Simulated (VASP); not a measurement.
# Zn (P6_3/mmc) in VASP: notebook

The runs below take Zn through relaxation of cell and atoms, vibrations by finite differences, with r2SCAN.

Everything below comes from runs of VASP 6.6.1. Logs are shortened: lines on timing, memory, paths and dates and some standing lists are left out, and cuts for length are marked.

## 1. The crystal as given

Symmetry: P6_3/mmc, No. 194, hexagonal system. Conventional cell: a = 2.670 Å, b = 2.670 Å, c = 4.966 Å, α = 90.00°, β = 90.00°, γ = 120.00°. Around Zn (site symmetry -6m2) lie 12 Zn at 2.67 to 2.92 Å.

## 2. Relaxation of cell and atoms, r2SCAN

INCAR

```
PREC     = Accurate       # precision mode
ENCUT    = 520            # plane-wave cutoff, eV
EDIFF    = 1E-7           # SCF threshold, eV
ISMEAR   = 0              # smearing method
SIGMA    = 0.1            # smearing width, eV
LREAL    = False          # projectors in reciprocal space
LASPH    = True           # aspherical terms in the spheres
NELM     = 60             # most SCF steps
ALGO     = Normal         # electronic algorithm
ISIF     = 3              # what is computed and relaxed
LWAVE    = False          # write WAVECAR
LCHARG   = False          # write CHGCAR
METAGGA  = R2SCAN         # meta-GGA
LMIXTAU  = True         
IBRION   = 2              # ionic algorithm
NSW      = 80             # ionic steps
EDIFFG   = -0.002         # ionic threshold
```

KPOINTS

```
regular mesh
0
Gamma
  18 18 8
```

POSCAR

```
Zn
1.0
    2.6700000000      0.0000000000      0.0000000000
   -1.3350000000      2.3122878300      0.0000000000
    0.0000000000      0.0000000000      4.9660000000
Zn
2
Direct
    0.3333333300      0.6666666700      0.2500000000
    0.6666666700      0.3333333300      0.7500000000
```

Potentials or basis: VASP PAW PBE potentials, release 64 (Zn).

Command:

```sh
$ cat potpaw_PBE.64/Zn/POTCAR > POTCAR
$ mpirun -np 1 vasp_std > vasp.out
```

OUTCAR:

```text
PREC = Accurate
   ENCUT = 520
   EDIFF = 1E-7
   ISMEAR = 0
   LREAL = False
   LASPH = True
   NELM = 60
   ISIF = 3
   METAGGA = R2SCAN
   IBRION = 2
   NSW = 80
   EDIFFG = -0.002

 ion  position               nearest neighbor table
   1  0.333  0.667  0.250-   2 2.92   2 2.92   2 2.92   2 2.92   2 2.92   2 2.92
   2  0.667  0.333  0.750-   1 2.92   1 2.92   1 2.92   1 2.92   1 2.92   1 2.92

  LATTYP: Found a hexagonal cell.
 ALAT       =     2.6700000000
 C/A-ratio  =     1.8599250936

  Lattice vectors:

 A1 = (   2.6700000000,   0.0000000000,   0.0000000000)
 A2 = (  -1.3350000000,   2.3122878300,   0.0000000000)
 A3 = (   0.0000000000,   0.0000000000,   4.9660000000)

Analysis of symmetry for initial positions (statically):
=====================================================================
 Subroutine PRICEL returns:
 Original cell was already a primitive cell.

 Routine SETGRP: Setting up the symmetry group for a
 hexagonal supercell.

 Subroutine GETGRP returns: Found 24 space group operations
 (whereof 12 operations were pure point group operations)
 out of a pool of 24 trial point group operations.

The static configuration has the point symmetry D_3d.
 The point group associated with its full space group is D_6h.

Analysis of symmetry for dynamics (positions and initial velocities):
=====================================================================
 Subroutine PRICEL returns:
 Original cell was already a primitive cell.

 Routine SETGRP: Setting up the symmetry group for a
 hexagonal supercell.

 Subroutine GETGRP returns: Found 24 space group operations
 (whereof 12 operations were pure point group operations)
 out of a pool of 24 trial point group operations.

The dynamic configuration has the point symmetry D_3d.
 The point group associated with its full space group is D_6h.

 Subroutine INISYM returns: Found 24 space group operations
 (whereof 12 operations are pure point group operations),
 and found     1 'primitive' translations

----------------------------------------------------------------------------------------

                                     Primitive cell

  volume of cell :      30.6591

  direct lattice vectors                    reciprocal lattice vectors
     2.670000000  0.000000000  0.000000000     0.374531835  0.216236056  0.000000000
    -1.335000000  2.312287830  0.000000000     0.000000000  0.432472111  0.000000000
     0.000000000  0.000000000  4.966000000     0.000000000  0.000000000  0.201369311

  length of vectors
     2.670000000  2.670000002  4.966000000     0.432472112  0.432472111  0.201369311

  position of ions in fractional coordinates (direct lattice)
     0.333333330  0.666666670  0.250000000
     0.666666670  0.333333330  0.750000000

  ion indices of the primitive-cell ions
   primitive index   ion index
                 1           1
                 2           2

----------------------------------------------------------------------------------------

 KPOINTS: regular mesh

Automatic generation of k-mesh.
 Grid dimensions read from file:
 generate k-points for:   18   18    8

 Generating k-lattice:

  Cartesian coordinates                     Fractional coordinates (reciprocal lattice)
     0.020807324  0.012013114  0.000000000     0.055555556  0.000000000  0.000000000
     0.000000000  0.024026228  0.000000000     0.000000000  0.055555556  0.000000000
     0.000000000  0.000000000  0.025171164     0.000000000  0.000000000  0.125000000

  Length of vectors
     0.024026228  0.024026228  0.025171164

  Shift w.r.t. Gamma in fractional coordinates (k-lattice)
     0.000000000  0.000000000  0.000000000

 Subroutine IBZKPT returns following result:
 ===========================================

 Found    185 irreducible k-points:

 Following reciprocal coordinates:
            Coordinates               Weight
  0.000000  0.000000  0.000000      1.000000
  0.055556  0.000000  0.000000      6.000000
  0.111111  0.000000  0.000000      6.000000
  0.166667  0.000000  0.000000      6.000000
  0.222222  0.000000  0.000000      6.000000
  0.277778  0.000000  0.000000      6.000000
[... 16 lines left out ...]
  0.333333  0.111111  0.000000     12.000000
  0.388889  0.111111  0.000000     12.000000
 [... further k-points ...]
   k-points           NKPTS =    185   k-points in BZ     NKDIM =    185   number of bands    NBANDS=     16
   number of dos      NEDOS =    301   number of ions     NIONS =      2
   total plane-waves  NPLWV =  16000
   dimension x,y,z NGX =    20 NGY =   20 NGZ =   40
   dimension x,y,z NGXF=    40 NGYF=   40 NGZF=   80
   ions per type =               2
   NGX,Y,Z   is equivalent  to a cutoff of  12.45, 12.45, 13.39 a.u.
   NGXF,Y,Z  is equivalent  to a cutoff of  24.91, 24.91, 26.78 a.u.
 SYSTEM =  unknown system
   PREC   = accura    normal or accurate (medium, high low for compatibility)
   ISTART =      0    job   : 0-new  1-cont  2-samecut
   ICHARG =      2    charge: 1-file 2-atom 10-const
   ISPIN  =      1    spin polarized calculation?
   LNONCOLLINEAR =      F non collinear calculations
   LSORBIT =      F    spin-orbit coupling
   LASPH  =      T    aspherical Exc in radial PAW
   ENCUT  =  520.0 eV  38.22 Ry    6.18 a.u.   4.96  4.96  9.23*2*pi/ulx,y,z
   NELM   =     60;   NELMIN=  2; NELMDL= -5     # of ELM steps
   EDIFF  = 0.1E-06   stopping-criterion for ELM
   LREAL  =      F    real-space projection
   EDIFFG = -.2E-02   stopping-criterion for IOM
   NSW    =     80    number of steps for IOM
   IBRION =      2    ionic relax: 0-MD 1-quasi-New 2-CG
   NFREE  =      1    steps in history (QN), initial steepest desc. (CG)
   ISIF   =      3    stress and relaxation
   ISYM   =      2    0-nonsym 1-usesym 2-fastsym
   POTIM  = 0.5000    time-step for ionic-motion
   TEBEG  =    0.0;   TEEND  =   0.0 temperature during run
   PSTRESS=    0.0 pullay stress
   NELECT =      24.0000    total number of electrons
   NUPDOWN=      -1.0000    fix difference up-down
   EMIN   =  10.00;   EMAX   =-10.00  energy-range for DOS
   EFERMI =   0.00;   METHOD = LEGACY
   ISMEAR =     0;   SIGMA  =   0.10  broadening in eV -4-tet -1-fermi 0-gaus
   EFERMI_NEDOS =   21; number of points for ismear=-14 and -15
   IALGO  =     38    algorithm
   IMIX   =      4    mixing-type and parameters
     AMIX     =   0.40;   BMIX     =  1.00
     AMIX_MAG =   1.60;   BMIX_MAG =  1.00
  volume/ion in A,a.u.               =      15.33       103.45
  Fermi-wavevector in a.u.,A,eV,Ry     =   1.508778  2.851177 30.972445  2.276410
  Thomas-Fermi vector in A             =   2.619187
   LORBIT       =      0    0 simple, 1 ext, 2 COOP (PROOUT), +10 PAW based schemes
   METAGGA = R2SCAN    functional components
   LHFCALC =     F    Hartree Fock is set to
   AEXX    =    0.0000 exact exchange contribution
   IVDW    =     0    specifies the selected vdW correction
   LEPSILON=     F    determine dielectric tensor
   LRPA    =     F    only Hartree local field effects (RPA)
 conjugate gradient relaxation of ions
 non-spin polarized calculation
 Gauss-broadening in eV      SIGMA  =   0.10
  energy-cutoff  :      520.00
  volume of cell :       30.66
 maximum number of plane-waves:       855
 NGX is ok and might be reduce to    20
   NGX =  9   NGY =  9   NGZ = 19

--------------------------------------- Ionic step        1  -------------------------------------------

 number of electron      24.0000011 magnetization

 Free energy of the ion-electron system (eV)
  ---------------------------------------------------
  ext. energy  EPLUGINS =         0.00000000
  ---------------------------------------------------
  free energy    TOTEN  =       -17.77267264 eV

  energy without entropy =      -17.77016520  energy(sigma->0) =      -17.77141892

------------------------ aborting loop because EDIFF is reached ----------------------------------------

  FORCE on cell =-STRESS in cart. coord.  units (eV):
  Direction    XX          YY          ZZ          XY          YZ          ZX
  --------------------------------------------------------------------------------------
  -------------------------------------------------------------------------------------
  Total       -1.0724221     -1.0724221     -0.5295307      0.0000000     -0.0000000      0.0000000
  in kB      -56.0423668    -56.0423669    -27.6720852      0.0000000     -0.0000000      0.0000000
  external PRESSURE =     -46.5856063 kB  Pullay stress =       0.0000000 kB
[... 89 lines left out ...]
  FREE ENERGIE OF THE ION-ELECTRON SYSTEM (eV)
  ---------------------------------------------------
  free  energy   TOTEN  =       -17.8027860552 eV

  energy  without entropy=      -17.8005570476  energy(sigma->0) =      -17.80167155

[... ionic steps 4 to 7 ...]

--------------------------------------- Ionic step        8  -------------------------------------------

 number of electron      24.0000032 magnetization

------------------------ aborting loop because EDIFF is reached ----------------------------------------

  FORCE on cell =-STRESS in cart. coord.  units (eV):
  Direction    XX          YY          ZZ          XY          YZ          ZX
  --------------------------------------------------------------------------------------
  -------------------------------------------------------------------------------------
  Total        0.0383812      0.0383812      0.0224902      0.0000000      0.0000000      0.0000000
  in kB        2.1081306      2.1081306      1.2352964      0.0000000      0.0000000      0.0000000
  external PRESSURE =       1.8171859 kB  Pullay stress =       0.0000000 kB
[... 57 lines left out ...]
  energy  without entropy=      -17.8009700926  energy(sigma->0) =      -17.80204277

--------------------------------------- Ionic step       10  -------------------------------------------

 number of electron      24.0000033 magnetization

 Free energy of the ion-electron system (eV)
  ---------------------------------------------------
  ext. energy  EPLUGINS =         0.00000000
  ---------------------------------------------------
  free energy    TOTEN  =       -17.80316982 eV

  energy without entropy =      -17.80100282  energy(sigma->0) =      -17.80208632

 E-fermi :   3.3066     XC(G=0): -12.8510

 val. band max:        3.3025930123   @ k =   0.2778   0.1667   0.0000
 cond. band min:       3.3307387571   @ k =   0.3333   0.1111   0.0000
 fundamental gap:      0.0281457447
 Fermi energy:         3.3066495103

 k-point     1 :       0.0000    0.0000    0.0000
  band No.  band energies     occupation
      1      -7.9367      2.00000
      2      -5.9848      2.00000
      3      -5.1536      2.00000
      4      -4.8550      2.00000
      5      -4.8549      2.00000
      6      -4.8081      2.00000
[... 8 lines left out ...]
     15      20.6384      0.00000
     16      22.9975      0.00000
[... 420 lines left out ...]
  band No.  band energies     occupation
      1      -5.5879      2.00000
      2      -5.4888      2.00000
      3      -5.3547      2.00000
      4      -4.8899      2.00000
      5      -4.6923      2.00000
      6      -4.6886      2.00000
[... 8 lines left out ...]
     15       9.1463      0.00000
     16      10.5674      0.00000

 [... further k-points ...]
[... 5 lines left out ...]
  --------------------------------------------------------------------------------------
  -------------------------------------------------------------------------------------
  Total       -0.0013697     -0.0013697      0.0011467      0.0000000      0.0000000      0.0000000
  in kB       -0.0750339     -0.0750339      0.0628182      0.0000000      0.0000000      0.0000000
  external PRESSURE =      -0.0290832 kB  Pullay stress =       0.0000000 kB
[... 17 lines left out ...]
  FREE ENERGIE OF THE ION-ELECTRON SYSTEM (eV)
  ---------------------------------------------------
  free  energy   TOTEN  =       -17.8031698227 eV

  energy  without entropy=      -17.8010028178  energy(sigma->0) =      -17.80208632

 reached required accuracy - stopping structural energy minimisation
```

It took 20 min on 1 thread of Intel Xeon 6975P-C (Granite Rapids), shared host; peak memory 0.22 GiB.

What came out:

```yaml
Free_energy: -17.8032 eV
Relaxed_volume: 14.62 Å³/atom
Relaxed_cell: a = 2.601 Å, b = 2.601 Å, c = 4.993 Å, α = 90.00°, β = 90.00°, γ = 120.00°
Space_group_after_relaxing_to_0.05_Å: P6_3/mmc (No. 194)
Energy_gained_by_relaxing: 15.2 meV/atom
Ionic_steps: 10
Pressure_after_relaxing: 0.0 GPa
Band_gap_on_the_k_mesh: none (metal or under the smearing width)
```

Step by step:
```tsv
step	energy change (eV)	largest force (eV/Å)	pressure (GPa)	volume (Å³)
1	0.0000	0.0000	-4.66	30.66
2	-0.0296	0.0000	0.93	28.72
3	-0.0301	0.0000	0.16	28.94
4	-0.0301	0.0000	0.04	28.98
5	-0.0302	0.0000	0.04	29.00
6	-0.0303	0.0000	0.07	29.04
7	-0.0305	0.0000	0.16	29.14
8	-0.0305	0.0000	0.18	29.17
9	-0.0304	0.0000	-0.12	29.29
10	-0.0305	0.0000	0.00	29.25
```

Final structure:
```cif
data_structure
_symmetry_space_group_name_H-M 'P 1'
_symmetry_Int_Tables_number 1
_cell_length_a 2.6007
_cell_length_b 2.6007
_cell_length_c 4.9929
_cell_angle_alpha 90.000
_cell_angle_beta 90.000
_cell_angle_gamma 120.000
_cell_volume 29.25
loop_
_atom_site_label
_atom_site_type_symbol
_atom_site_fract_x
_atom_site_fract_y
_atom_site_fract_z
_atom_site_occupancy
Zn1 Zn 0.33333 0.66667 0.25000 1
Zn2 Zn 0.66667 0.33333 0.75000 1
```

Caveat: the PAW data sets were made with another functional, which shifts forces and pressure a little.

[end of part 1 of 2]
